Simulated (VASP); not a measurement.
## A VASP 6.6.1 single-point calculation on CdF$_{2}$

INCAR

```
LDAUJ = 0 0
LMAXMIX = 4
GGA = PE
NBANDS = 20
LWAVE = .FALSE.
LCHARG = .FALSE.
SIGMA = 0.02
ISIF = 2
ENCUT = 520
ISMEAR = -1
LASPH = .TRUE.
PREC = Accurate
IBRION = -1
LDAUL = 2 -1
LDAUU = 1.0 0
EDIFF = 1E-7
LDAUTYPE = 2
NELM = 93
LREAL = .FALSE.
NSW = 0
LDAU = .TRUE.
```

KPOINTS

```
KPOINTS created by Atomic Simulation Environment
0
Gamma
8 8 8
0 0 0
```

POSCAR

```
Cd F
 1.0000000000000000
    -0.0673544420000000    2.6941776810000002    2.6941776810000002
     2.6941776810000002   -0.0673544420000000    2.6941776810000002
     2.6268232390000001    2.6268232390000001    0.0000000000000000
 Cd  F
   1   2
Cartesian
 -0.0000000000000000  0.0000000000000000  0.0000000000000000
  1.3134116194999998  1.3134116194999998  1.3623265339827451
  3.9402348585000002  3.9402348585000002  4.0260288280172549
```

The recommended PBE PAW datasets give the neutral cell 26 valence electrons.

Command

```
mpirun -np 1 vasp_std
```

Q: Predict the outcome of this run.

A: It converged. Results: gap between bands v and c on the k mesh 3.14 eV; least direct gap on the k mesh 3.64 eV; pressure 5.8 GPa; largest force 0.03 eV/Å. Band v is the last that the valence electrons fill when counted band by band, and c is the next.

OSZICAR

```
N       E                     dE             d eps       ncg     rms          rms(c)
DAV:   1     0.197104989489E+03    0.19710E+03   -0.15724E+04  3936   0.132E+03
DAV:   2    -0.387585146611E+01   -0.20098E+03   -0.19266E+03  4116   0.344E+02
DAV:   3    -0.123621429629E+02   -0.84863E+01   -0.84626E+01  4336   0.779E+01
DAV:   4    -0.123983946591E+02   -0.36252E-01   -0.36249E-01  4124   0.522E+00
DAV:   5    -0.123985201004E+02   -0.12544E-03   -0.12544E-03  4312   0.274E-01    0.105E+01
DAV:   6    -0.106681111167E+02    0.17304E+01   -0.39322E+00  4780   0.396E+01    0.794E+00
DAV:   7    -0.107388899253E+02   -0.70779E-01   -0.11059E+00  3920   0.920E+00    0.451E+00
DAV:   8    -0.107364450245E+02    0.24449E-02   -0.17591E-01  3948   0.377E+00    0.883E-01
DAV:   9    -0.107244592716E+02    0.11986E-01   -0.45445E-02  4464   0.255E+00    0.104E-01
DAV:  10    -0.107250545959E+02   -0.59532E-03   -0.34013E-03  3972   0.667E-01    0.142E-01
DAV:  11    -0.107251759744E+02   -0.12138E-03   -0.23876E-04  4088   0.142E-01    0.454E-02
DAV:  12    -0.107251987260E+02   -0.22752E-04   -0.58511E-05  4012   0.633E-02    0.190E-02
DAV:  13    -0.107252002839E+02   -0.15579E-05   -0.80431E-06  4204   0.239E-02    0.507E-03
DAV:  14    -0.107252001775E+02    0.10634E-06   -0.92493E-07  4068   0.125E-02    0.144E-03
DAV:  15    -0.107252002070E+02   -0.29429E-07   -0.61958E-08  3444   0.246E-03
   1 F= -.10725200E+02 E0= -.10725200E+02  d E =-.928005E-11
```

For comparison, a separate PBE run of the intended cell, on usual settings and not on those above, gives a gap of 3.07 eV on its mesh and a pressure of 6.4 GPa.
